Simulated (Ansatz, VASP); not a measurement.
# TaN in VASP and in Ansatz

```
Ta N
1.0
     2.95746    0.00000    0.00000
    -1.47873    2.56123    0.00000
     0.00000    0.00000    2.90209
Ta N
1 1
Direct
  0.33333 0.66667 0.50000
  0.00000 0.00000 0.00000
```

Change from the starting cell: volume scaled by 1.02.

Alike in both runs: task single point; functional PBE; k mesh 12 × 12 × 10; occupations fermi-dirac, width 0.02 eV; no spin polarisation.

|  | VASP | Ansatz |
| --- | --- | --- |
| version | VASP 6.6.1 | Ansatz 0.2.0 |
| potentials or method | VASP PAW PBE potentials, release 64 (Ta_pv, N), cutoff 520 eV | all-electron LAPW, scalar-relativistic |

```csv
,VASP,Ansatz,Ansatz less VASP
pressure (GPa),-1.5,-1.9,-0.42
largest component of the traceless stress (GPa),0.30,0.21,-0.090
```

Ansatz ran all-electron here, so the differences hold the error of VASP's frozen core and of both bases.

Spin-orbit coupling is left out, which matters for the levels of Ta.
